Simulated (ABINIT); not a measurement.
Crystal: CdS (Hawleyite).

```xyz
2
Lattice="0.0000 2.9165 2.9165 2.9165 0.0000 2.9165 2.9165 2.9165 0.0000" Properties=species:S:1:pos:R:3 pbc="T T T"
Cd    0.0000    0.0000    0.0000
S     4.3748    4.3748    4.3748
```

```yaml
Program: ABINIT 10.8.3 (patched build)
Task: single point
Functional: PBE
Potentials_or_basis: JTH PAW PBE v2.0
Cutoff: 599 eV
k_mesh: 8 × 8 × 8
Occupations: fermi-dirac, width 0.05 eV
Spin: no spin polarisation
```

On this cell: pressure 2.9 GPa; largest force zero by symmetry; band gap on the k mesh 1.13 eV, direct.

The same run follows on a disturbed copy (atoms moved at random, drawn with an rms of 0.05 Å):

```
Cd S
1.0
     0.00000    2.91650    2.91650
     2.91650    0.00000    2.91650
     2.91650    2.91650    0.00000
Cd S
1 1
Direct
  0.98965 0.02240 0.99660
  0.74871 0.74711 0.74974
```

Question: What does the disturbed cell give?

Answer: The energy moves by +11.0 meV/atom; pressure 3.1 GPa; largest force 0.532 eV/Å; band gap on the k mesh 1.12 eV, direct.

Forces on the atoms (eV/Å):
```
Cd  -0.368  0.247 -0.294
S    0.368 -0.247  0.294
```

Stress tensor (GPa, compression positive):
```
 3.04 -1.24  1.02
-1.24  3.13 -1.59
 1.02 -1.59  3.11
```

